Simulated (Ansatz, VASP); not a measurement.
**HfC in VASP and in Ansatz**

INCAR

```
SYSTEM = HfC
PREC     = Accurate       ! precision mode
ENCUT    = 520            ! plane-wave cutoff, eV
EDIFF    = 1E-7           ! SCF threshold, eV
ISMEAR   = -1             ! smearing method
SIGMA    = 0.1            ! smearing width, eV
LREAL    = .False.        ! projectors in reciprocal space
LASPH    = .True.         ! aspherical terms in the spheres
NELM     = 100            ! most SCF steps
ALGO     = Normal         ! electronic algorithm
ISIF     = 2              ! what is computed and relaxed
LWAVE    = .False.        ! write WAVECAR
LCHARG   = .False.        ! write CHGCAR
GGA      = PE             ! functional
NBANDS   = 14             ! bands
```

KPOINTS

```
Automatic mesh
0
Gamma
  17 17 17
  0 0 0
```

POSCAR

```
HfC
1.0
    0.0000000000      2.0041288334      2.0041288334
    2.0041288334      0.0000000000      2.0041288334
    2.0041288334      2.0041288334      0.0000000000
Hf C
1 1
Direct
    0.0000000000      0.0000000000      0.0000000000
    0.5000000000      0.5000000000      0.5000000000
```

Input for Ansatz:

```yaml
crystal:
  lattice:
    - [0.0, 2.0041288334, 2.0041288334]
    - [2.0041288334, 0.0, 2.0041288334]
    - [2.0041288334, 2.0041288334, 0.0]
  atoms:
    - { symbol: Hf, position: [0.0, 0.0, 0.0] }
    - { symbol: C, position: [0.5, 0.5, 0.5] }
kpoints:
  mp_grid: { grid: [17, 17, 17] }
scf:
  occupations: { method: fermi_dirac, width: 0.1 }
hamiltonian:
  xc: pbe
  pseudopotentials: { kind: nc }
output:
  forces: true
  stress: true
  eigenvalues: true
```

Change from the starting cell: volume scaled by 0.64, norm-conserving files.

Alike in both runs: task single point; functional PBE; k mesh 17 × 17 × 17; occupations fermi-dirac, width 0.1 eV; no spin polarisation.

|  | VASP | Ansatz |
| --- | --- | --- |
| version | VASP 6.6.1 | Ansatz 0.2.0 |
| potentials or method | VASP PAW PBE potentials, release 64 (Hf_pv, C) | norm-conserving pseudopotentials, scalar-relativistic |
| plane-wave cutoff (eV) | 520 | 1143 |
| valence electrons in the cell | 14 | 30 |

|  | VASP | Ansatz | Ansatz less VASP |
| --- | --- | --- | --- |
| pressure (GPa) | 255.6 | 247.3 | -8.34 |

The two sets of potentials don't hold the same shells in valence.

Caveats: the cell as given lies far from equilibrium; so large a pressure means that the cell lies far from this level's equilibrium, or that cutoff or potentials fall short (VASP). The runs have no spin-orbit coupling, so splittings on Hf are missing.
